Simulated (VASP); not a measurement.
HCl: single point with HSE06

HCl:

```
H Cl
1.0
     0.00000    3.40819    3.40834
     1.53041    0.00000    3.40834
     1.53041    3.40819    0.00000
H Cl
1 1
Direct
  0.00000 0.00000 0.00000
  0.50000 0.50000 0.50000
```

| Item | Value |
| --- | --- |
| Program | VASP 6.6.1 |
| Task | single point |
| Functional | HSE06 |
| Potentials or basis | VASP PAW PBE potentials, release 64 (H, Cl) |
| Cutoff | 520 eV |
| k mesh | 4 × 4 × 4 |
| Occupations | gaussian, width 0.01 eV |
| Spin | no spin polarisation |

The pressure is 1.2 GPa. The band gap on the k mesh is 4.02 eV, indirect (least direct gap 4.31 eV).

Stress tensor (GPa, compression positive):
```
1.03 0.00 0.00
0.00 1.30 0.00
0.00 0.00 1.30
```

Levels at points of the mesh, in eV from the valence-band top:
```
           k point  band 1  band 2  band 3  band 4  band 5  band 6  band 7  band 8
(0.00, 0.00, 0.00)  -15.84   -0.20   -0.20   -0.04    4.57    8.59   12.67   18.41
(0.50, 0.00, 0.00)  -13.78   -7.78   -0.27   -0.16    9.98   11.17   15.28   16.74
(0.50, 0.50, 0.00)  -15.57   -2.24   -0.19    0.00    4.31   11.93   13.17   15.98
(0.50, 0.00, 0.50)  -15.57   -2.24   -0.19    0.00    4.31   11.93   13.17   15.97
(0.00, 0.50, 0.50)  -15.34   -1.76   -1.76   -0.35    4.02    9.64   17.11   17.11
```

It took 2.1 min on 1 thread of Intel(R) Xeon(R) 6975P-C (Granite Rapids), with other jobs on the host, peak memory 0.26 GiB.

Caveat: the k mesh is coarse (spacing up to 0.61 Å⁻¹), so the values aren't converged, least of all with exact exchange; the PAW data sets were made with another functional, which shifts forces and pressure a little. A k mesh can miss the band edges.
